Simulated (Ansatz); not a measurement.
# Formation energy and levels of the substitutional impurity N_C in C (Fd-3m)

Charge states of N_C in C (Fd-3m), set against the band edges. Model: a cell of 432 host atoms with 1 C taken out and 1 N put in.

Method: place-levels on PBEsol runs: charge-transition levels and formation energies with image-charge correction and potential alignment at the atomic sites; PAW set soft_1, in Ansatz 0.2.0.

**Measured values to reproduce.**

For C, diamond (bulk crystal), “Fermi level pinning by defects can explain the large reported carbon 1s binding energy variations in diamond” (2019, arxiv:1902.02958) quotes earlier work: band gap (band gap, experimental literature value) 5.5 eV [literature value quoted in passing in the introduction; temperature not stated].

Most raw output is cut from this account.

## 1. The starting structure

The cell holds 432 atoms: 431 C and 1 N. Cell: a = 15.077 Å, b = 15.077 Å, c = 15.077 Å, α = 60.0°, β = 60.0°, γ = 60.0°. It derives from C (space group Fd-3m). Nearest the centre at fractional (0.500, 0.500, 0.500): N259 at 0.00 Å, C258 at 1.54 Å, C260 at 1.54 Å, C248 at 1.54 Å, C188 at 1.54 Å, C271 at 2.51 Å, C261 at 2.51 Å, C331 at 2.51 Å.

Known beforehand: the electronic dielectric constant, 5.87, and the static one, 5.87, computed on the host (DFPT, PBEsol).

The cell's shortest repeat is 15.1 Å.

## 2. Charge states

Levels follow from differences of total energies between charge states, each relaxed by itself.

Each atom starts 0.04 Å or so off its site in a random direction: a symmetric start keeps its symmetry, and would miss off-centre moves and Jahn–Teller distortions. Forces are taken at the zone centre alone. The cell holds 1 electron fewer than the neutral one, with a uniform background that keeps it neutral on the whole.

One of the inputs; charge, spin and start change from state to state.

qp1.relax/input.yaml reads:

```yaml
crystal:
  lattice:
    - [0.0, 1.77688097, 1.77688097]
    - [1.77688097, 0.0, 1.77688097]
    - [1.77688097, 1.77688097, 0.0]
  atoms:
    - { symbol: C, position: [0.0, 0.0, 0.0] }
    - { symbol: C, position: [0.25, 0.25, 0.25] }
  supercell: [6, 6, 6]
  defects: [{ substitution: { at: 258, symbol: "N" } }]
total_charge: 1
basis:
  ecutwfc: 420
  xc_grid: 2
hamiltonian:
  xc: pbesol
  pseudopotentials: { kind: paw, azcp: { folder: soft_1 }, xc_functional: pbe }
kpoints:
  mp_grid: { grid: [1, 1, 1] }
scf:
  occupations: { method: fixed }
  max_iter: 60
output:
  forces: true
  charged_corrections:
    epsilon: 5.87
    static_epsilon: 5.87
    defect_position: [0.5, 0.5, 0.5]
relax:
  f_tol: 0.02
  max_steps: 60
  random_displacement: { amplitude: 0.04, seed: 7889 }
checkpoint:
  write: "../qp1.relax.run"
  compress: false
  write_wavefunctions: true
  write_every: 100000
```

Started as:

```console
> ansatz run input.yaml --threads 32 --pin off --max-ram 84787MiB --backend cuda --events-out ev --progress --plain --runs-dir out --max-vram 78GiB
```

The energy is taken again at one point at (¼, ¼, ¼), on the same structure.

The run of this state that the levels use, under PBEsol:

qp1.quarter/input.yaml reads:

```yaml
crystal:
  checkpoint: "../qp1.relax.run"
  host: checkpoint
total_charge: 1
basis:
  ecutwfc: 420
  xc_grid: 2
hamiltonian:
  xc: pbesol
  pseudopotentials: { kind: paw, azcp: { folder: soft_1 }, xc_functional: pbe }
kpoints:
  mp_grid: { grid: [1, 1, 1], shift: [0.25, 0.25, 0.25] }
scf:
  occupations: { method: fixed }
  max_iter: 60
output:
  forces: true
  charged_corrections:
    epsilon: 5.87
    static_epsilon: 5.87
    defect_position: [0.5, 0.5, 0.5]
  eigenvalues: true
  eigenstates: { localisation: true }
checkpoint:
  read: "../qp1.relax.run"
  write: "../qp1.quarter.run"
  compress: false
  write_wavefunctions: false
  write_every: 100000
```

Relaxations under PBEsol at the zone centre alone; times on 1 × NVIDIA GB200 with 32 threads of Arm Neoverse V2, shared host:

| charge | moment (μB) | occupations | outcome | steps | largest displacement against the far atoms (Å) | time |
| --- | --- | --- | --- | --- | --- | --- |
| 0 | 1 | fixed | converged | 8 | 0.24 | 36 s |
| +1 | 0 | fixed | converged | 5 | 0.01 | 15 s |

Single points under PBEsol at one point at (¼, ¼, ¼); times on 1 × NVIDIA GB200 with 32 threads of Arm Neoverse V2, shared host:

```csv
charge,moment (μB),occupations,outcome,time
0,1,fixed,converged,20 s
+1,0,fixed,converged,9 s
```

Distances (Å) from N259 to the nearest atoms after relaxation with PBEsol:

```
charge  moment (μB)      1.      2.      3.      4.      5.      6.
     0            1  C 1.47  C 1.47  C 1.47  C 2.00  C 2.37  C 2.37
    +1            0  C 1.55  C 1.55  C 1.55  C 1.55  C 2.51  C 2.51
```

## 3. place-levels, PBEsol, the zone centre alone

qp1.gamma/input.yaml, as its differences from qp1.quarter/input.yaml of step 2:

```diff
@@ -11,3 +11,3 @@
 kpoints:
-  mp_grid: { grid: [1, 1, 1], shift: [0.25, 0.25, 0.25] }
+  mp_grid: { grid: [1, 1, 1] }
 scf:
@@ -22,6 +22,5 @@
   eigenvalues: true
-  eigenstates: { localisation: true }
 checkpoint:
   read: "../qp1.relax.run"
-  write: "../qp1.quarter.run"
+  write: "../qp1.gamma.run"
   compress: false
```

It took 3.8 s on 1 × NVIDIA GB200 with 32 threads of Arm Neoverse V2, shared host; peak memory 1.4 GiB; 6.5 s of CPU time.

levels.gamma.yaml reads:

```yaml
host:
  run: host.gamma.run
states: [q0_M1.gamma.run, qp1.gamma.run]
geometry_from:
  q0_M1.gamma.run: q0_M1.relax.run
  qp1.gamma.run: qp1.relax.run
chemical_potentials:
  C:
    energy: -246.668769
    dataset: "<sha256 of the dataset>"
  "N":
    energy: -378.476431
    dataset: "<sha256 of the dataset>"
```

Started as:

```console
> ansatz place-levels levels.gamma.yaml -- --threads 32 --pin off --max-ram 84787MiB --backend cuda --max-vram 78GiB
```

The job ended after 0.99 s (32 threads).

Under PBEsol the gap is 4.03 eV, (+1/0) 2.77 eV.

## 4. Placing the levels, PBEsol, one point at (¼, ¼, ¼)

A charged cell interacts with its images and the background, and its potential has another zero than the host's. place-levels removes the first by a point-charge model, screened by the static dielectric constant since the ions have relaxed around the charge, and the second by comparing potentials at atoms far from the defect.

The host is a run of the defect-free crystal in the same cutoffs, grids and k-points, so that basis and sampling errors cancel in part in the differences. The host is run in a cell of 2 atoms on a matching mesh. Its band edges are searched through the zone by a band path, so the gap is smaller than, or equal to, that on the mesh. Chemical potentials are energies per atom of C (diamond) and N (N2 molecule), run with the same functional and cutoff. Carbon is taken as diamond, which semilocal functionals can put about 0.1 eV an atom over graphite.

levels.quarter.yaml reads:

```yaml
host:
  run: host.quarter.run
states: [q0_M1.quarter.run, qp1.quarter.run]
geometry_from:
  q0_M1.quarter.run: q0_M1.relax.run
  qp1.quarter.run: qp1.relax.run
chemical_potentials:
  C:
    energy: -246.668769
    dataset: "<sha256 of the dataset>"
  "N":
    energy: -378.476431
    dataset: "<sha256 of the dataset>"
```

Started as:

```console
> ansatz place-levels levels.quarter.yaml -- --threads 32 --pin off --max-ram 84787MiB --backend cuda --max-vram 78GiB
```

Elapsed: 1 s, on 32 threads.

Under PBEsol the gap is 4.03 eV, (+1/0) 2.79 eV; the stage before (PBEsol, at other k-points) gave a gap of 4.03 eV and levels within 0.02 eV of these.

Levels between the charges placed, in eV above the valence top:

|  | gap (eV) | (+1/0) |
| --- | --- | --- |
| PBEsol | 4.03 | 2.79 |

Corrections by state:

| charge | moment (μB) | image terms and alignment (eV) | band filling (eV) | ε used | over the lowest of its charge, as the program ranks them, band filling apart (eV) |
| --- | --- | --- | --- | --- | --- |
| +1 | 0.0 | 0.260 | - | 5.87 | 0.000 |
| 0 | 1.0 | 0.001 | - | - | 0.000 |

From the program's caveats on the states, each cut to its opening words:

- charge +1: how wide its charge is, is not read beside other atoms or cores, and a band state would take no correction
- charge 0 (1 μB): flagged: stability check not made

Chemical potentials of the elements' reference phases, run alike. Formation energy by charge state (elemental references; gap 4.03 eV):

```
charge  at valence top (eV)  at conduction bottom (eV)  correction included (eV)
    +1                 0.82                       4.86                      0.26
     0                 3.61                       3.61                      0.00
```

```tsv
Fermi level (eV)	lowest formation energy (eV)
0.00	0.82
0.37	1.19
0.73	1.56
1.10	1.92
1.47	2.29
1.83	2.65
2.20	3.02
2.57	3.39
2.93	3.61
3.30	3.61
3.67	3.61
4.03	3.61
```

## 5. Side by side

Levels between neighbouring charges, in eV above each run's own valence top:

```csv
,gap (eV),(+1/0),GPU time a state at this stage (restarts are quicker than cold starts)
"PBEsol, zone centre alone",4.03,2.77,4.6 s
"PBEsol, (¼, ¼, ¼)",4.03,2.79,14 s
```

## 6. Results

```
gap of the host                                                             : 4.03 eV (PBEsol)
level (plus 1/0)                                                            : 2.79 eV above the valence top
lowest of the charges placed, just above the valence top (0.02 eV)          : +1
lowest of the charges placed, just below the conduction bottom (0.02 eV)    : 0
lowest formation energy at mid-gap of the charges run, elemental references : 2.84 eV
```

What this shows: Of the charges placed (0 and +1), the lowest changes at 2.79 eV (+1/0) above the valence top, in a gap of 4.03 eV. Charges above +1 and below 0 were not placed, so these runs say nothing of levels that involve them. States placed: +1 at 0 μB; 0 at 1 μB. Other spin states or structures, where not listed, weren't placed. N is taken at its element; compounds, which aren't counted here, bound the chemical potentials and would shift these formation energies. Limits: one k-point off the zone centre stands for the whole zone; PBEsol makes the gap too small and tends to spread out bound carriers; where a gas molecule sets a chemical potential or the host's formation energy, its binding is uncorrected.

Computed beside measured:

| quantity | measured | PBEsol |
| --- | --- | --- |
| band gap (least gap of the host) (eV) | 5.5 | 4.03 (-1.47 eV) |

Measured values from arxiv:1902.02958 (2019).

**Verdict.** The band gap is off by -1.47 eV: a clear miss. Local and semilocal functionals usually give gaps below the measured ones. Zero-point and thermal motion shift the measured gap.

[Logs are printed without paths, hosts, clocks, repeated set-up lines and the standing remarks that a program may print on its own settings, such as how far it seeks lower states.]

[Hosts, paths, dates, database ids (printed as entryN), source tags and the programs' standing remarks are cut or masked in the printed files.]

[Where a table of states has a column of steps, it counts the stored structures, which are thinned; the runs took as many ionic steps or more.]

[A defect's name tells the site on which it was built; relaxed atoms can leave that site.]

[For some hosts the program warned that the k-mesh of the response run may be too coarse for force constants and the static dielectric constant; such warnings are not shown here.]
